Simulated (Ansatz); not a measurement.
# Cu: the cost of one run

Computed with Ansatz 0.2.0 (DFT PBE, scalar-relativistic, unless a step's input says otherwise).

**1. Starting point**

It takes space group Fm-3m (No. 225, cubic). Conventional cell: a = 3.615 Å, b = 3.615 Å, c = 3.615 Å, α = 90.00°, β = 90.00°, γ = 90.00°. Cu (site symmetry m-3m) has 12 Cu at 2.56 Å as nearest neighbours.

Structure file:

```cif
data_structure
_symmetry_space_group_name_H-M 'Fm-3m'
_symmetry_Int_Tables_number 225
_cell_length_a 3.6150
_cell_length_b 3.6150
_cell_length_c 3.6150
_cell_angle_alpha 90.000
_cell_angle_beta 90.000
_cell_angle_gamma 90.000
_cell_volume 47.24
loop_
_atom_site_label
_atom_site_type_symbol
_atom_site_symmetry_multiplicity
_atom_site_Wyckoff_symbol
_atom_site_fract_x
_atom_site_fract_y
_atom_site_fract_z
_atom_site_occupancy
Cu1 Cu 4 a 0.00000 0.00000 0.00000 1
```

The file gives the conventional cell by its symmetry; the runs use the cell typed in the input.

**2. The deformed structure**

Space group Fm-3m before, I4/mmm after.

**3. Full-potential LAPW**

Contents of input.yaml:

```yaml
crystal:
  lattice:
    - [0.0, 1.84365, 1.8075]
    - [1.84365, 0.0, 1.8075]
    - [1.84365, 1.84365, 0.0]
  atoms:
    - { symbol: Cu, position: [0.0, 0.0, 0.0] }
kpoints:
  mp_grid: { grid: [19, 19, 19] }
  band_path:
    path:
      - [0.0, 0.0, 0.0]
      - [0.0, 0.5, 0.5]
      - [0.25, 0.75, 0.5]
      - [0.0, 0.5, 0.0]
      - [0.0, 0.0, 0.0]
      - [0.5, 0.5, 0.0]
      - [0.38005, 0.61995, 0.0]
      - [-0.38005, 0.38005, 0.0]
      - [0.0, 0.0, 0.0]
    npoints: 5
scf:
  occupations: { method: fermi_dirac, width: 0.08 }
hamiltonian:
  xc: pbe
  pseudopotentials: { kind: all_electron, lapw: { basis_error: 0.00025 } }
output:
  forces: true
  stress: true
  eigenvalues: true
```

On the command line:

```bash
$ ansatz run input.yaml --threads 1 --pin off --max-ram 3072MiB --backend cpu --events-out ev --progress --plain --runs-dir out
```

Q: Estimate wall time and peak memory on 1 thread of Intel Xeon Platinum 8488C (Sapphire Rapids), shared host.

About 37 s, with a peak of 0.73 GiB.
